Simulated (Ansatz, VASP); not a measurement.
One calculation of Au, two programs

```
Au
1.0
    -1.66824    1.66824    1.66824
     1.66824   -1.66824    1.66824
     1.66824    1.66824   -1.66824
Au
1
Direct
  0.00000 0.00000 0.00000
```

Change from the starting cell: volume scaled by 1.02.

Alike in both runs: task single point; functional PBEsol; k mesh 11 × 11 × 11; occupations fermi-dirac, width 0.05 eV; no spin polarisation.

|  | VASP | Ansatz |
| --- | --- | --- |
| version | VASP 6.6.1 | Ansatz 0.2.0 |
| potentials or method | VASP PAW PBE potentials, release 64 (Au), cutoff 520 eV | all-electron LAPW, scalar-relativistic |

|  | VASP | Ansatz | Ansatz less VASP |
| --- | --- | --- | --- |
| gap on the k mesh at the Fermi level (eV) | none | none | - |
| pressure (GPa) | -11.2 | -11.0 | +0.17 |

A gap of «none» marks a metal or a gap that the smearing closes. Ansatz ran all-electron here, so the differences hold the error of VASP's frozen core and of both bases.

Caveats: the PAW data sets were made with another functional, which shifts forces and pressure a little (VASP). The runs have no spin-orbit coupling, so splittings on Au are missing.
